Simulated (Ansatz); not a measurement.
# RbBr: how the settings move a single-point run

How sensitive is a single-point run of RbBr to its settings? A reference run comes first, then five runs with altered input.

Program: Ansatz 0.2.0. Level of theory: reference: DFT, PBE, plane waves, PAW. These are calculated values, not measurements.

3 further runs of the same task are left out: 1 for a known fault of the program, 2 that didn't finish.

### 1 Starting point

It takes space group Fm-3m (No. 225, cubic). Conventional cell: a = 6.922 Å, b = 6.922 Å, c = 6.922 Å, α = 90.00°, β = 90.00°, γ = 90.00°. Rb (site symmetry m-3m) is surrounded by 6 Br at 3.46 Å. Br (site symmetry m-3m) is surrounded by 6 Rb at 3.46 Å.

As a file:

```cif
data_structure
_symmetry_space_group_name_H-M 'Fm-3m'
_symmetry_Int_Tables_number 225
_cell_length_a 6.9217
_cell_length_b 6.9217
_cell_length_c 6.9217
_cell_angle_alpha 90.000
_cell_angle_beta 90.000
_cell_angle_gamma 90.000
_cell_volume 331.61
loop_
_atom_site_label
_atom_site_type_symbol
_atom_site_symmetry_multiplicity
_atom_site_Wyckoff_symbol
_atom_site_fract_x
_atom_site_fract_y
_atom_site_fract_z
_atom_site_occupancy
Rb1 Rb 4 a 0.00000 0.00000 0.00000 1
Br1 Br 4 b 0.50000 0.00000 0.00000 1
```

### 2 Reference

Contents of input.yaml:

```yaml
crystal:
  lattice:
    - [0.0, 3.4608260907, 3.4608260907]
    - [3.4608260907, 0.0, 3.4608260907]
    - [3.4608260907, 3.4608260907, 0.0]
  atoms:
    - { symbol: Rb, position: [0.0, 0.0, 0.0] }
    - { symbol: Br, position: [0.5, 0.5, 0.5] }
kpoints:
  mp_grid: { grid: [4, 4, 4] }
hamiltonian:
  xc: pbe
scf:
  occupations: { method: fixed }
  n_extra_bands: 4
output:
  forces: true
  stress: true
  eigenvalues: true
```

Run with:

```
> ansatz run input.yaml --threads 4 --pin off --max-ram 3686MiB --backend cpu --events-out ev --progress --plain --runs-dir out
```

### 3 Changing settings: occupations.method fermi_dirac, occupations.width 0.001

Edit input.yaml of step 2 so:

```diff
@@ -13,3 +13,3 @@
 scf:
-  occupations: { method: fixed }
+  occupations: { method: fermi_dirac, width: 0.001 }
   n_extra_bands: 4
```

### 4 Changing settings: xc r2scan

Edit input.yaml of step 2 so:

```diff
@@ -11,3 +11,3 @@
 hamiltonian:
-  xc: pbe
+  xc: r2scan
 scf:
```

### 5 Changing settings: xc lda

Edit input.yaml of step 2 so:

```diff
@@ -11,3 +11,3 @@
 hamiltonian:
-  xc: pbe
+  xc: lda
 scf:
```

### 6 Changing settings: exchange pbe, correlation pbe, coeff 0.3, omega 0.5

Edit input.yaml of step 2 so:

```diff
@@ -11,3 +11,3 @@
 hamiltonian:
-  xc: pbe
+  xc: { exchange: pbe, correlation: pbe, exx: { coeff: 0.3, omega: 0.5 } }
 scf:
```

### 7 Variant: exchange pbe, correlation pbe, coeff 0.4, omega 0.2078

Edit input.yaml of step 2 so:

```diff
@@ -11,3 +11,6 @@
 hamiltonian:
-  xc: pbe
+  xc:
+    exchange: pbe
+    correlation: pbe
+    exx: { coeff: 0.4, omega: 0.2078 }
 scf:
```

What does the calculation give? Wanted: for each run, ending; energy change; pressure; gap; force.

The runs gave:

| run | ending | energy change | pressure (GPa) | gap (eV) | force (eV/Å) | cycles | time |
| --- | --- | --- | --- | --- | --- | --- | --- |
| reference | converged | 0 | 0.5 | 4.29 | 0.00 | 6 | 1.3 s |
| 1: occupations.method fermi_dirac, occupations.width 0.001 | converged | 0.0 meV/atom (σ→0) | 0.5 | 4.29 | 0.00 | 6 | 1.4 s |
| 2: xc r2scan | converged | not comparable | 0.0 | 4.89 | 0.00 | 6 | 4.2 s |
| 3: xc lda | converged | not comparable | -1.5 | 3.88 | 0.00 | 6 | 1.4 s |
| 4: exchange pbe, correlation pbe, coeff 0.3, omega 0.5 | converged | not comparable | 0.3 | 5.00 | 0.00 | 9 | 25 s |
| 5: exchange pbe, correlation pbe, coeff 0.4, omega 0.2078 | converged | not comparable | 0.2 | 6.16 | 0.00 | 11 | 25 s |

Residual by cycle in the longest SCF loop of each run; runs are numbered as in the table. The quantity is the density residual dr2, in eV.

| cycle | reference | run 1 | run 2 | run 3 | run 4 | run 5 |
| --- | --- | --- | --- | --- | --- | --- |
| 1 | 3.0e-5 | 3.0e-5 | 0.00246 | 0.00878 | 0.00457 | 0.0106 |
| 2 | 3.1e-5 | 3.1e-5 | 4.5e-4 | 0.00158 | 6.7e-4 | 0.00214 |
| 3 | 6.8e-6 | 5.6e-6 | 5.1e-5 | 1.1e-4 | 1.2e-4 | 5.2e-4 |
| 4 | 1.2e-6 | 1.1e-6 | 3.9e-7 | 1.2e-6 | 7.3e-7 | 1.6e-5 |
| 5 | 1.7e-7 | 1.8e-7 | 2.6e-8 | 3.4e-8 | - | 5.6e-6 |
| 6 | 4.1e-8 | 4.4e-8 | 3.6e-9 | 5.3e-10 | - | - |

**Reading.** «occupations.method fermi_dirac, occupations.width 0.001» leaves the energy as it was. Of the variants the dearest is «exchange pbe, correlation pbe, coeff 0.4, omega 0.2078» (25 s), the cheapest «occupations.method fermi_dirac, occupations.width 0.001» (1.4 s), on a shared host.
